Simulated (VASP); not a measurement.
# HfC (Fm-3m) in VASP: notebook, part 2 of 2

VASP 6.6.1.

**4. Band structure, SCAN**

INCAR

```
SYSTEM = HfC
  PREC = Accurate
  ENCUT = 520
  EDIFF = 1E-6
  ISMEAR = -1
  SIGMA = 0.05
  LREAL = .False.
  LASPH = .True.
  NELM = 100
  ALGO = Normal
  ISIF = 2
  LWAVE = .False.
  LCHARG = .False.
  LMAXMIX = 4
  METAGGA = SCAN
  LMIXTAU = .True.
  NBANDS = 14
```

KPOINTS

```
Automatic mesh
0
Gamma
  10 10 10
  0 0 0
```

POSCAR

```
HfC
1.0
    0.0000000000      2.3250000000      2.3250000000
    2.3250000000      0.0000000000      2.3250000000
    2.3250000000      2.3250000000      0.0000000000
Hf C
1 1
Direct
    0.5000000000      0.5000000000      0.5000000000
    0.0000000000      0.0000000000      0.0000000000
```

KPOINTS_OPT

```
path GXWKGLUWLK,UX
20
line-mode
reciprocal
 0.0000000000  0.0000000000  0.0000000000  G
 0.5000000000  0.0000000000  0.5000000000  X

 0.5000000000  0.0000000000  0.5000000000  X
 0.5000000000  0.2500000000  0.7500000000  W

 0.5000000000  0.2500000000  0.7500000000  W
 0.3750000000  0.3750000000  0.7500000000  K

 0.3750000000  0.3750000000  0.7500000000  K
 0.0000000000  0.0000000000  0.0000000000  G

 0.0000000000  0.0000000000  0.0000000000  G
 0.5000000000  0.5000000000  0.5000000000  L

 0.5000000000  0.5000000000  0.5000000000  L
 0.6250000000  0.2500000000  0.6250000000  U

 0.6250000000  0.2500000000  0.6250000000  U
 0.5000000000  0.2500000000  0.7500000000  W

 0.5000000000  0.2500000000  0.7500000000  W
 0.5000000000  0.5000000000  0.5000000000  L

 0.5000000000  0.5000000000  0.5000000000  L
 0.3750000000  0.3750000000  0.7500000000  K

 0.6250000000  0.2500000000  0.6250000000  U
 0.5000000000  0.0000000000  0.5000000000  X
```

Potentials or basis: VASP PAW PBE potentials, release 64 (Hf_pv, C).

On the command line:

```
$ cat potpaw_PBE.64/Hf_pv/POTCAR potpaw_PBE.64/C/POTCAR > POTCAR
$ mpirun -np 1 vasp_std > vasp.out
```

OUTCAR:

```text
SYSTEM = HfC
   PREC = Accurate
   ENCUT = 520
   EDIFF = 1E-6
   ISMEAR = -1
   LREAL = .False.
   LASPH = .True.
   NELM = 100
   ISIF = 2
   METAGGA = SCAN

 ion  position               nearest neighbor table
   1  0.500  0.500  0.500-   2 2.33   2 2.33   2 2.33   2 2.33   2 2.33   2 2.33
   2  0.000  0.000  0.000-   1 2.33   1 2.33   1 2.33   1 2.33   1 2.33   1 2.33

  LATTYP: Found a face centered cubic cell.
 ALAT       =     4.6500000000

  Lattice vectors:

[... 596 lines left out ...]

  FORCE on cell =-STRESS in cart. coord.  units (eV):
  Direction    XX          YY          ZZ          XY          YZ          ZX
  --------------------------------------------------------------------------------------
  -------------------------------------------------------------------------------------
  Total       -0.9190673     -0.9190673     -0.9190673     -0.0000000      0.0000000      0.0000000
  in kB      -58.5813025    -58.5813025    -58.5813025     -0.0000000      0.0000000      0.0000000
  external PRESSURE =     -58.5813025 kB  Pullay stress =       0.0000000 kB

 VOLUME and BASIS-vectors are now :
 -----------------------------------------------------------------------------
  energy-cutoff  :      520.00
  volume of cell :       25.14
      direct lattice vectors                 reciprocal lattice vectors
     0.000000000  2.325000000  2.325000000    -0.215053763  0.215053763  0.215053763
     2.325000000  0.000000000  2.325000000     0.215053763 -0.215053763  0.215053763
     2.325000000  2.325000000  0.000000000     0.215053763  0.215053763 -0.215053763

 POSITION                                       TOTAL-FORCE (eV/Angst)
 -----------------------------------------------------------------------------------
      2.32500      2.32500      2.32500         0.000000     -0.000000     -0.000000
      0.00000      0.00000      0.00000        -0.000000      0.000000      0.000000
 -----------------------------------------------------------------------------------
    total drift:                                0.000000     -0.000000      0.000000

  FREE ENERGIE OF THE ION-ELECTRON SYSTEM (eV)
  ---------------------------------------------------
  free  energy   TOTEN  =       -74.9459366642 eV

  energy  without entropy=      -74.9436259510  energy(sigma->0) =      -74.94478131
```

OSZICAR:

```text
N       E                     dE             d eps       ncg     rms          rms(c)
DAV:   1    -0.334272608675E+02   -0.33427E+02   -0.80644E+03  1332   0.102E+03
DAV:   2    -0.798032456924E+02   -0.46376E+02   -0.43566E+02  1714   0.207E+02
[... 51 lines left out ...]
DAV:   5    -0.665530697306E+04   -0.22492E-02     1704
DAV:   6    -0.665530699026E+04   -0.17200E-04     1446
DAV:   7    -0.665530699043E+04   -0.16899E-06     1550
       N       E                     dE             ncg
DAV:   1     0.192999078260E+05   -0.86676E+04      336
DAV:   2     0.187409016983E+05   -0.55901E+03      450
DAV:   3     0.187221745819E+05   -0.18727E+02      390
DAV:   4     0.187220499321E+05   -0.12465E+00      408
DAV:   5     0.187220486431E+05   -0.12890E-02      402
DAV:   6     0.187220486266E+05   -0.16437E-04      390
DAV:   7     0.187220486264E+05   -0.26141E-06      342
```

stdout:

```text
POSCAR found type information on POSCAR HfC
 POSCAR found :  2 types and       2 ions
 scaLAPACK will be used
 -----------------------------------------------------------------------------
|                                                                             |
|                                                                             |
|     You enforced a specific xc type in the INCAR file but a different       |
|     I HOPE YOU KNOW WHAT YOU ARE DOING!                                     |
|                                                                             |
 -----------------------------------------------------------------------------

 LDA part: xc-table for (None), standard interpolation
 POSCAR, INCAR and KPOINTS ok, starting setup
 FFT: planning ... GRIDC
 FFT: planning ... GRID_SOFT
 FFT: planning ... GRID
 WAVECAR not read
 entering main loop
 Start KPOINTS_OPT (optional k-point list driver)
k-point batch [1-47\200]
k-point batch [48-94\200]
k-point batch [95-141\200]
k-point batch [142-188\200]
k-point batch [189-200\200]
```

Wall time 2 min (1 thread of AMD EPYC 9R45 (Zen 5), shared host); peak memory 0.14 GiB.

What came out:

```
Free energy             : -74.9459 eV
Pressure                : -5.9 GPa
Band gap along the path : none (metal or under the smearing width)
```

Levels at the corners of the path, in eV from the Fermi level:
| point | band 4 | band 5 | band 6 | band 7 | band 8 | band 9 | band 10 | band 11 |
| --- | --- | --- | --- | --- | --- | --- | --- | --- |
| Γ | -13.18 | 0.98 | 0.98 | 0.98 | 1.50 | 1.50 | 1.50 | 3.43 |
| X | -11.25 | -2.79 | -1.75 | -0.19 | -0.19 | 5.36 | 6.94 | 6.94 |
| X | -11.25 | -2.79 | -1.75 | -0.19 | -0.19 | 5.36 | 6.94 | 6.94 |
| W | -10.48 | -3.24 | -2.86 | -2.86 | 3.86 | 3.86 | 6.96 | 7.17 |
| W | -10.48 | -3.24 | -2.86 | -2.86 | 3.86 | 3.86 | 6.96 | 7.17 |
| K | -10.57 | -3.71 | -2.91 | -1.82 | 1.67 | 5.99 | 6.44 | 8.35 |
| K | -10.57 | -3.71 | -2.91 | -1.82 | 1.67 | 5.99 | 6.44 | 8.35 |
| Γ | -13.18 | 0.98 | 0.98 | 0.98 | 1.50 | 1.50 | 1.50 | 3.43 |
| Γ | -13.18 | 0.98 | 0.98 | 0.98 | 1.50 | 1.50 | 1.50 | 3.43 |
| L | -9.33 | -6.47 | -3.22 | -3.22 | 5.52 | 5.52 | 6.03 | 6.92 |
| L | -9.33 | -6.47 | -3.22 | -3.22 | 5.52 | 5.52 | 6.03 | 6.92 |
| U | -10.57 | -3.71 | -2.91 | -1.82 | 1.67 | 5.99 | 6.44 | 8.35 |
| U | -10.57 | -3.71 | -2.91 | -1.82 | 1.67 | 5.99 | 6.44 | 8.35 |
| W | -10.48 | -3.24 | -2.86 | -2.86 | 3.86 | 3.86 | 6.96 | 7.17 |
| W | -10.48 | -3.24 | -2.86 | -2.86 | 3.86 | 3.86 | 6.96 | 7.17 |
| L | -9.33 | -6.47 | -3.22 | -3.22 | 5.52 | 5.52 | 6.03 | 6.92 |
| L | -9.33 | -6.47 | -3.22 | -3.22 | 5.52 | 5.52 | 6.03 | 6.92 |
| K | -10.57 | -3.71 | -2.91 | -1.82 | 1.67 | 5.99 | 6.44 | 8.35 |
| U | -10.57 | -3.71 | -2.91 | -1.82 | 1.67 | 5.99 | 6.44 | 8.35 |
| X | -11.25 | -2.79 | -1.75 | -0.19 | -0.19 | 5.36 | 6.94 | 6.94 |

Caveat: the PAW data sets were made with another functional, which shifts forces and pressure a little; spin-orbit coupling is left out, which moves the levels of the heavy elements.

**5. Band structure, SCAN, spin-orbit coupling, no magnetisation**

INCAR

```
SYSTEM = HfC
PREC = Accurate
ENCUT = 520
EDIFF = 1E-6
ISMEAR = -1
SIGMA = 0.05
LREAL = .FALSE.
LASPH = .TRUE.
NELM = 100
ALGO = Normal
ISIF = 2
LWAVE = .FALSE.
LCHARG = .FALSE.
MAGMOM = 0 0 0 0 0 0
LORBIT = 11
LSORBIT = .TRUE.
GGA_COMPAT = .FALSE.
LMAXMIX = 4
METAGGA = SCAN
LMIXTAU = .TRUE.
```

KPOINTS

```
regular mesh
0
G
  7 7 7
  0 0 0
```

POSCAR is that of step 4.

Changes to KPOINTS_OPT since step 4:

```diff
@@ -1,3 +1,3 @@
 path GXWKGLUWLK,UX
-20
+15
 line-mode
```

On the command line:

```
$ cat potpaw_PBE.64/Hf_pv/POTCAR potpaw_PBE.64/C/POTCAR > POTCAR
$ mpirun -np 1 vasp_ncl > vasp.out
```

It took 5.9 min on 1 thread of AMD EPYC 9R45 (Zen 5), shared host; peak memory 0.21 GiB.

It converged, with:

* Free energy: -75.5856 eV
* Pressure: -6.0 GPa
* Valence electrons inside the program's atomic spheres: Hf 8.63; C 2.40

Caveat: the PAW data sets were made with another functional, which shifts forces and pressure a little.

**6. Band structure, rSCAN**

INCAR

```
SYSTEM = HfC
  ALGO = Normal
  EDIFF = 1E-6
  ENCUT = 520
  ISIF = 2
  ISMEAR = -1
  LASPH = .True.
  LCHARG = .False.
  LMAXMIX = 4
  LMIXTAU = .True.
  LREAL = .False.
  LWAVE = .False.
  METAGGA = RSCAN
  NELM = 60
  PREC = Accurate
  SIGMA = 0.05
```

KPOINTS

```
k-points
0
Gamma
  10 10 10
  0 0 0
```

POSCAR is that of step 5.

Changes to KPOINTS_OPT since step 5:

```diff
@@ -1,3 +1,3 @@
 path GXWKGLUWLK,UX
-15
+20
 line-mode
```

Potentials or basis: VASP PAW PBE potentials, release 64 (Hf_pv, C).

On the command line:

```
$ cat potpaw_PBE.64/Hf_pv/POTCAR potpaw_PBE.64/C/POTCAR > POTCAR
$ mpirun -np 1 vasp_std > vasp.out
```

It took 97 s on 1 thread of AMD EPYC 9R45 (Zen 5), shared host; peak memory 0.13 GiB.

It converged, with:

```yaml
Free_energy: -92.7948 eV
Pressure: -3.5 GPa
Band_gap_along_the_path: none (metal or under the smearing width)
```

Levels at the corners of the path, in eV from the Fermi level:
```csv
point,band 3,band 4,band 5,band 6,band 7,band 8,band 9,band 10,band 11
Γ,-30.79,-13.08,0.94,0.94,0.94,1.55,1.55,1.55,3.49
X,-31.02,-11.18,-2.88,-1.71,-0.24,-0.24,5.42,7.00,7.00
X,-31.02,-11.18,-2.88,-1.71,-0.24,-0.24,5.42,7.00,7.00
W,-31.03,-10.44,-3.19,-2.91,-2.91,3.88,3.88,7.01,7.39
W,-31.03,-10.44,-3.19,-2.91,-2.91,3.88,3.88,7.01,7.39
K,-30.96,-10.52,-3.69,-2.98,-1.83,1.72,6.05,6.47,8.54
K,-30.96,-10.52,-3.69,-2.98,-1.83,1.72,6.05,6.47,8.52
Γ,-30.79,-13.08,0.94,0.94,0.94,1.55,1.55,1.55,3.49
Γ,-30.79,-13.08,0.94,0.94,0.94,1.55,1.55,1.55,3.49
L,-30.85,-9.33,-6.39,-3.20,-3.20,5.58,5.58,6.12,6.87
L,-30.85,-9.33,-6.39,-3.20,-3.20,5.58,5.58,6.12,6.87
U,-30.96,-10.52,-3.69,-2.98,-1.83,1.72,6.05,6.47,8.54
U,-30.96,-10.52,-3.69,-2.98,-1.83,1.72,6.05,6.47,8.53
W,-31.03,-10.44,-3.19,-2.91,-2.91,3.88,3.88,7.01,7.39
W,-31.03,-10.44,-3.19,-2.91,-2.91,3.88,3.88,7.01,7.39
L,-30.85,-9.33,-6.39,-3.20,-3.20,5.58,5.58,6.12,6.87
L,-30.85,-9.33,-6.39,-3.20,-3.20,5.58,5.58,6.12,6.87
K,-30.96,-10.52,-3.69,-2.98,-1.83,1.72,6.05,6.47,8.51
U,-30.96,-10.52,-3.69,-2.98,-1.83,1.72,6.05,6.47,8.53
X,-31.02,-11.18,-2.88,-1.71,-0.24,-0.24,5.42,7.00,7.00
```

Caveat: the PAW data sets were made with another functional, which shifts forces and pressure a little; spin-orbit coupling is left out, which moves the levels of the heavy elements.

**7. Summary**

```csv
level,spin,k mesh,pressure (GPa)
r2SCAN,off,10 × 10 × 10,-2.5
r2SCAN,"SOC, no magnetisation",7 × 7 × 7,-2.6
SCAN,off,10 × 10 × 10,-5.9
SCAN,"SOC, no magnetisation",7 × 7 × 7,-6.0
rSCAN,off,10 × 10 × 10,-3.5
```

Alike in all rows: task band structure; potentials or basis VASP PAW PBE potentials, release 64 (Hf_pv, C); cell as given; cutoff (eV) 520; smearing fermi-dirac 0.05 eV.

The pressure there spans -6.0 GPa (SCAN) to -2.5 GPa (r2SCAN); a positive pressure means that this level wants a larger cell, a negative one a smaller.

Caveats: the PAW data sets were made with another functional, which shifts forces and pressure a little; spin-orbit coupling is left out, which moves the levels of the heavy elements (some runs).

Total energies depend on the potentials used, so only differences within one code and one set of settings carry meaning.
